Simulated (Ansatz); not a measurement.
Ansatz input file:

```yaml
crystal:
  lattice:
    - [0.0, 2.1061110496, 3.1685444443]
    - [1.2170264777, 0.0, 3.1685444443]
    - [1.2170264777, 2.1061110496, 0.0]
  atoms:
    - { symbol: C, position: [0.1667057081, 0.8332942919, 0.1667057081] }
    - { symbol: C, position: [0.8332942919, 0.1667057081, 0.8332942919] }
basis:
  ecutwfc: 420
kpoints:
  mp_grid: { grid: [18, 18, 18] }
hamiltonian:
  xc: pbe
  dispersion: d3bj
scf:
  occupations: { method: gaussian, width: 0.02 }
output:
  forces: true
  stress: true
  eigenvalues: true
relax:
  adjacent_minimum: "off"
  f_tol: 0.01
  max_steps: 30
  cell: { stress_tol: 0.1, fix: [volume] }
```

Launched with
```bash
ansatz run input.yaml --threads 1 --pin off --max-ram 2560MiB --backend cpu --events-out ev --progress --plain --runs-dir out
```

Theory: DFT PBE+D3(BJ), scalar-relativistic, plane waves, PAW (Ansatz 0.2.0).

Abridged output:

```
Pseudopotentials: kind: paw
Pseudopotential: C, paw, valence charge 4, recommended cutoff 420 eV (normal)
Functional definition: PBE
Crystal: 2 atoms, lattice volume = 16.243 Å³
Basis set: ecut = 420 eV, 301 PW (Γ), exchange–correlation on 54×48×36 points (8 copies of the dense FFT grid, shifted against one another)
Bands: 8, of which v1, the nominal top of the filled ones, is band 4 counted from 1 (3 counted from 0)
Symmetry: 8 space group operations
Space group: Fmmm (ITA 69), of the structure as read, at distance tolerance 2.5e-5 Å
k-points: 865 of 5832
Initial density: superposition of atomic densities (neutral atoms: chi_scale 0, normalization atom), corrected by the library's trained network
Initial wavefunctions: pseudopotential atomic-orbital guess
Functional: x = pbe(κ = 0.804, μ = 0.21951497), c = pbe(β = 0.06672455)
SCF iter   1: F=—  HF=-502.129970 eV  |F-HF|=—  |Δ(HF+E_count)|=         —  Δρ=2.09e-3  dr2=3.20e-4  ethr=1.77e-3  ⟨swp⟩=5.0  Hψ=46408  notcnv=0
SCF iter   2: F=—  HF=-502.130762 eV  |F-HF|=—  |Δ(HF+E_count)|=   7.93e-4  Δρ=1.07e-3  dr2=9.54e-5  ethr=4.01e-6  ⟨swp⟩=2.1  Hψ=20290  notcnv=0
SCF iter   3: F=—  HF=-502.130951 eV  |F-HF|=—  |Δ(HF+E_count)|=   1.89e-4  Δρ=2.54e-4  dr2=7.77e-6  ethr=1.19e-6  ⟨swp⟩=2.0  Hψ=13393  notcnv=0
SCF iter   4: F=—  HF=-502.130948 eV  |F-HF|=—  |Δ(HF+E_count)|=   3.26e-6  Δρ=1.01e-4  dr2=9.34e-7  ethr=9.71e-8  ⟨swp⟩=2.0  Hψ=9573  notcnv=0
SCF iter   5: F=-502.130948 eV  HF=-502.130948 eV  |F-HF|=4.74e-10  |Δ(HF+E_count)|=   1.80e-7  Δρ=6.89e-6  dr2=4.16e-9  ethr=1.17e-8  ⟨swp⟩=2.2  Hψ=10122  notcnv=0
SCF iter   6: F=-502.130948 eV  HF=-502.130948 eV  |F-HF|=2.91e-10  |Δ(HF+E_count)|=   1.40e-9  Δρ=2.86e-6  dr2=6.71e-10  ethr=5.19e-11  ⟨swp⟩=1.8  Hψ=21887  notcnv=0
the search or the solves at the SCF's close seem to have found levels that the self-consistency loop had missed (the run counts 1). By its estimate they hold under 1e-12 electrons; where the run keeps them, the occupations were computed again with them
SCF 1 converged in 6 iterations: F = -502.130948 eV  dr2 = 6.71e-10
relax step   1: F+E_penalty+E_count = -502.13094788 eV  Δ(F+E_penalty+E_count) = +0.000e0 eV  max|allowed force component| = 1.594e-3 eV/Å  Δτ_max = 0.0000 Å  P = +13.984 GPa  Ω = 16.243 Å³  fix = [volume]  reactions: volume +13.984 GPa (6 SCF iters, dr2 threshold 1.00e-7 eV, accepted)
Basis set: ecut = 420 eV, 313 PW (Γ), exchange–correlation on 54×48×36 points (8 copies of the dense FFT grid, shifted against one another)
Initial density: handed on by an earlier stage of this run
Initial wavefunctions: those handed on with the density
SCF iter   1: F=—  HF=-502.145095 eV  |F-HF|=—  |Δ(HF+E_count)|=         —  Δρ=3.84e-3  dr2=1.48e-3  ethr=1.89e-5  ⟨swp⟩=1.6  Hψ=64006  notcnv=0
SCF iter   2: F=—  HF=-502.144739 eV  |F-HF|=—  |Δ(HF+E_count)|=   3.57e-4  Δρ=1.67e-3  dr2=2.42e-4  ethr=1.86e-5  ⟨swp⟩=2.5  Hψ=11492  notcnv=0
SCF iter   3: F=—  HF=-502.144704 eV  |F-HF|=—  |Δ(HF+E_count)|=   3.43e-5  Δρ=1.32e-4  dr2=7.49e-7  ethr=3.03e-6  ⟨swp⟩=2.4  Hψ=10307  notcnv=0
SCF iter   4: F=—  HF=-502.144707 eV  |F-HF|=—  |Δ(HF+E_count)|=   2.83e-6  Δρ=6.94e-6  dr2=3.03e-9  ethr=9.36e-9  ⟨swp⟩=2.3  Hψ=10330  notcnv=0
SCF iter   5: F=-502.144707 eV  HF=-502.144707 eV  |F-HF|=2.39e-11  |Δ(HF+E_count)|=   3.56e-9  Δρ=5.56e-7  dr2=2.01e-11  ethr=3.79e-11  ⟨swp⟩=2.2  Hψ=10277  notcnv=0
SCF iter   6: F=-502.144707 eV  HF=-502.144707 eV  |F-HF|=5.68e-14  |Δ(HF+E_count)|=  2.54e-11  Δρ=3.89e-8  dr2=1.60e-13  ethr=1.00e-12  ⟨swp⟩=1.0  Hψ=20144  notcnv=0
SCF 2 converged in 6 iterations: F = -502.144707 eV  dr2 = 1.60e-13
relax step   2: F+E_penalty+E_count = -502.14470717 eV  Δ(F+E_penalty+E_count) = -1.376e-2 eV  max|allowed force component| = 2.062e-3 eV/Å  Δτ_max = 0.0000 Å  P = +7.130 GPa  Ω = 16.243 Å³  energy of the carried Pulay correction = +1.553e-4 eV  fix = [volume]  reactions: volume +7.130 GPa (6 SCF iters, dr2 threshold 2.00e-7 eV, accepted)
Basis set: ecut = 420 eV, 309 PW (Γ), exchange–correlation on 54×48×36 points (8 copies of the dense FFT grid, shifted against one another)
SCF iter   1: F=—  HF=-502.145480 eV  |F-HF|=—  |Δ(HF+E_count)|=         —  Δρ=1.09e-3  dr2=1.21e-4  ethr=1.19e-6  ⟨swp⟩=2.1  Hψ=63699  notcnv=0
SCF iter   2: F=—  HF=-502.145451 eV  |F-HF|=—  |Δ(HF+E_count)|=   2.94e-5  Δρ=4.67e-4  dr2=1.93e-5  ethr=1.19e-6  ⟨swp⟩=2.1  Hψ=9864  notcnv=0
SCF iter   3: F=-502.145448 eV  HF=-502.145448 eV  |F-HF|=8.74e-8  |Δ(HF+E_count)|=   2.84e-6  Δρ=3.93e-5  dr2=6.51e-8  ethr=2.41e-7  ⟨swp⟩=2.3  Hψ=10375  notcnv=0
SCF iter   4: F=-502.145448 eV  HF=-502.145448 eV  |F-HF|=8.83e-11  |Δ(HF+E_count)|=   8.99e-8  Δρ=1.33e-6  dr2=1.70e-10  ethr=8.14e-10  ⟨swp⟩=2.4  Hψ=10221  notcnv=0
SCF iter   5: F=-502.145448 eV  HF=-502.145448 eV  |F-HF|=2.10e-12  |Δ(HF+E_count)|=  1.51e-10  Δρ=1.87e-7  dr2=2.03e-12  ethr=2.13e-12  ⟨swp⟩=2.2  Hψ=10329  notcnv=0
SCF iter   6: F=-502.145448 eV  HF=-502.145448 eV  |F-HF|=1.71e-13  |Δ(HF+E_count)|=  2.39e-12  Δρ=2.57e-8  dr2=5.03e-14  ethr=1.00e-12  ⟨swp⟩=1.0  Hψ=17326  notcnv=0
SCF 3 converged in 6 iterations: F = -502.145448 eV  dr2 = 5.03e-14
relax step   3: F+E_penalty+E_count = -502.14544796 eV  Δ(F+E_penalty+E_count) = -7.408e-4 eV  max|allowed force component| = 4.659e-3 eV/Å  Δτ_max = 0.0000 Å  P = +5.242 GPa  Ω = 16.243 Å³  energy of the carried Pulay correction = +1.990e-4 eV  fix = [volume]  reactions: volume +5.242 GPa (6 SCF iters, dr2 threshold 2.00e-7 eV, accepted)
Initial wavefunctions: pseudopotential atomic-orbital guess (no wavefunctions were taken with the density)
SCF iter   1: F=—  HF=-502.145434 eV  |F-HF|=—  |Δ(HF+E_count)|=         —  Δρ=1.08e-4  dr2=2.08e-7  ethr=2.31e-7  ⟨swp⟩=2.1  Hψ=63950  notcnv=0
SCF iter   2: F=—  HF=-502.145435 eV  |F-HF|=—  |Δ(HF+E_count)|=   1.94e-6  Δρ=5.54e-5  dr2=5.55e-8  ethr=2.60e-9  ⟨swp⟩=2.4  Hψ=10217  notcnv=0
SCF iter   3: F=—  HF=-502.145436 eV  |F-HF|=—  |Δ(HF+E_count)|=   5.18e-7  Δρ=2.09e-6  dr2=5.33e-10  ethr=6.94e-10  ⟨swp⟩=2.1  Hψ=10345  notcnv=0
SCF iter   4: F=—  HF=-502.145436 eV  |F-HF|=—  |Δ(HF+E_count)|=  1.50e-10  Δρ=1.01e-6  dr2=9.97e-11  ethr=6.66e-12  ⟨swp⟩=1.9  Hψ=8238  notcnv=0
SCF iter   5: F=-502.145436 eV  HF=-502.145436 eV  |F-HF|=4.77e-12  |Δ(HF+E_count)|=  1.80e-11  Δρ=2.03e-7  dr2=7.12e-12  ethr=1.25e-12  ⟨swp⟩=2.1  Hψ=9997  notcnv=0
SCF iter   6: F=-502.145436 eV  HF=-502.145436 eV  |F-HF|=1.71e-13  |Δ(HF+E_count)|=  3.01e-12  Δρ=3.33e-8  dr2=1.99e-13  ethr=1.00e-12  ⟨swp⟩=3.0  Hψ=22345  notcnv=0
SCF 4 converged in 6 iterations: F = -502.145436 eV  dr2 = 1.99e-13
SCF iter   1: F=—  HF=-502.145441 eV  |F-HF|=—  |Δ(HF+E_count)|=         —  Δρ=7.37e-5  dr2=5.62e-7  ethr=5.57e-9  ⟨swp⟩=2.1  Hψ=61081  notcnv=0
SCF iter   2: F=—  HF=-502.145442 eV  |F-HF|=—  |Δ(HF+E_count)|=   3.99e-7  Δρ=3.11e-5  dr2=8.58e-8  ethr=5.57e-9  ⟨swp⟩=2.1  Hψ=9904  notcnv=0
SCF iter   3: F=-502.145442 eV  HF=-502.145442 eV  |F-HF|=4.33e-10  |Δ(HF+E_count)|=   1.44e-8  Δρ=2.83e-6  dr2=3.31e-10  ethr=1.07e-9  ⟨swp⟩=2.3  Hψ=10368  notcnv=0
SCF iter   4: F=-502.145442 eV  HF=-502.145442 eV  |F-HF|=2.56e-12  |Δ(HF+E_count)|=  4.41e-10  Δρ=1.98e-7  dr2=2.50e-12  ethr=4.14e-12  ⟨swp⟩=2.6  Hψ=10561  notcnv=0
SCF iter   5: F=-502.145442 eV  HF=-502.145442 eV  |F-HF|=2.27e-13  |Δ(HF+E_count)|=  3.07e-12  Δρ=1.91e-8  dr2=1.94e-14  ethr=1.00e-12  ⟨swp⟩=1.0  Hψ=6920  notcnv=0
SCF iter   6: F=-502.145442 eV  HF=-502.145442 eV  |F-HF|=0.00e0  |Δ(HF+E_count)|=    0.00e0  Δρ=3.23e-9  dr2=5.91e-16  ethr=1.00e-12  ⟨swp⟩=1.0  Hψ=6920  notcnv=0
SCF iter   7: F=-502.145442 eV  HF=-502.145442 eV  |F-HF|=2.27e-13  |Δ(HF+E_count)|=  2.27e-13  Δρ=4.47e-10  dr2=1.31e-17  ethr=1.00e-12  ⟨swp⟩=1.0  Hψ=17300  notcnv=0
SCF 5 converged in 7 iterations: F = -502.145442 eV  dr2 = 1.31e-17
relax step   5: F+E_penalty+E_count = -502.14544183 eV  Δ(F+E_penalty+E_count) = -5.864e-6 eV  max|allowed force component| = 2.358e-3 eV/Å  Δτ_max = 0.0000 Å  P = +5.124 GPa  Ω = 16.243 Å³  energy of the carried Pulay correction = +2.570e-6 eV  fix = [volume]  reactions: volume +5.124 GPa (7 SCF iters, dr2 threshold 5.06e-8 eV, accepted)
SCF iter   1: F=—  HF=-502.145443 eV  |F-HF|=—  |Δ(HF+E_count)|=         —  Δρ=2.36e-6  dr2=5.36e-10  ethr=2.18e-7  ⟨swp⟩=2.2  Hψ=64034  notcnv=0
SCF iter   2: F=—  HF=-502.145443 eV  |F-HF|=—  |Δ(HF+E_count)|=   5.43e-7  Δρ=1.48e-6  dr2=2.37e-10  ethr=6.70e-12  ⟨swp⟩=3.8  Hψ=14436  notcnv=0
SCF iter   3: F=—  HF=-502.145443 eV  |F-HF|=—  |Δ(HF+E_count)|=  2.14e-11  Δρ=1.05e-6  dr2=9.91e-11  ethr=2.97e-12  ⟨swp⟩=1.0  Hψ=6920  notcnv=0
SCF iter   4: F=-502.145443 eV  HF=-502.145443 eV  |F-HF|=2.47e-11  |Δ(HF+E_count)|=  5.47e-11  Δρ=4.80e-7  dr2=3.61e-11  ethr=1.24e-12  ⟨swp⟩=2.0  Hψ=10379  notcnv=0
SCF iter   5: F=-502.145443 eV  HF=-502.145443 eV  |F-HF|=8.41e-12  |Δ(HF+E_count)|=  1.07e-11  Δρ=2.76e-7  dr2=1.23e-11  ethr=1.00e-12  ⟨swp⟩=1.0  Hψ=6920  notcnv=0
SCF iter   6: F=-502.145443 eV  HF=-502.145443 eV  |F-HF|=1.48e-12  |Δ(HF+E_count)|=  4.66e-12  Δρ=1.20e-7  dr2=2.42e-12  ethr=1.00e-12  ⟨swp⟩=1.0  Hψ=6920  notcnv=0
SCF iter   7: F=-502.145443 eV  HF=-502.145443 eV  |F-HF|=4.55e-13  |Δ(HF+E_count)|=  6.82e-13  Δρ=5.70e-8  dr2=5.46e-13  ethr=1.00e-12  ⟨swp⟩=1.0  Hψ=6920  notcnv=0
SCF iter   8: F=-502.145443 eV  HF=-502.145443 eV  |F-HF|=1.14e-13  |Δ(HF+E_count)|=  2.27e-13  Δρ=2.52e-8  dr2=1.08e-13  ethr=1.00e-12  ⟨swp⟩=2.0  Hψ=19346  notcnv=0
SCF 6 converged in 8 iterations: F = -502.145443 eV  dr2 = 1.08e-13
SCF converged after 8 iterations
Free energy (F): -502.145443 eV
Harris-Foulkes:  -502.145443 eV  (|F-HF|=1.14e-13)
Internal energy: -502.145422 eV  (E = F + TS)
E sigma→0 (E₀):  -502.145433 eV
Entropy (-TS):   -0.000021 eV (-0.011 meV/atom)
Fermi energy:    8.003534 eV
--- Per-component energies (eV) ---
  E_band       = -9.669243
  E_kinetic    = 182.847216
  E_local      = -269.181543  (includes V_loc(G=0)·N_el)
  E_nonlocal   = 54.810288
  E_hartree    = 77.432924
  E_xc         = -96.326930
  E_vxc        = -119.309102  (∫ρ·V_xc dr)
  E_paw        = -198.766080  (= ΣΔE_a)
  E_vpaw       = -13.701962  (= ΣTr[D̂ρ^β])
  E_aug_tail   = 0.000016  (compensation charges beyond the density's cutoff)
  E_ewald      = -252.619697
  E_disp       = -0.341616  (pairwise vdW)
  E_smearing   = -0.000021  (= −TS)
--- Forces (eV/Å), atoms counted from 1 ---
  atom   1  C      0.00000000    -0.00235525     0.00000000
  atom   2  C      0.00000000     0.00235525     0.00000000
--- Stress (GPa, compression-positive) ---
        5.134764       0.000000       0.000000
        0.000000       5.115355       0.000000
        0.000000       0.000000       5.122225
  P = ⅓ Tr σ = 5.1241 GPa (51.241 kbar)
--- Band table (eV; the first three rows and the last of 865) ---
  k-point 0: bands = ["-11.8989", "1.8230", "4.9558", "4.9926", "12.9470", "16.3769", "16.4932", "19.4132"]
  k-point 1: bands = ["-11.8209", "1.8780", "4.6858", "4.8078", "13.0819", "16.4917", "16.7370", "19.1238"]
  k-point 2: bands = ["-11.5873", "2.0452", "3.8755", "4.3848", "13.4830", "16.5456", "17.6227", "18.3206"]
  k-point 864: bands = ["-11.3749", "-1.0075", "4.9160", "4.9803", "16.3016", "16.4371", "19.6706", "20.5090"]
--- Relaxed structure (4 steps of the walk, 4 accepted, 2 SCFs on fresh bases) ---
  F+E_penalty+E_count = -502.14544307 eV   max|allowed force component| = 2.355e-3 eV/Å   (the final SCF, on the basis selected at the relaxed cell)
  cell:  # Å, volume = 16.2432 Å³
    - [0.0, 2.12527915, 3.11048626]
    - [1.22856128, 0.0, 3.11048626]
    - [1.22856128, 2.12527915, 0.0]
  atoms:
    - { symbol: C, position: [0.16670725, 0.83329274, 0.16670725] }
    - { symbol: C, position: [0.83329274, 0.16670725, 0.83329274] }
```

The relaxation met its thresholds.

The run took 48 s on 1 thread of Arm Neoverse V2, on a shared host, peak memory 0.43 GiB.

The smearing is narrow for a metal on this mesh.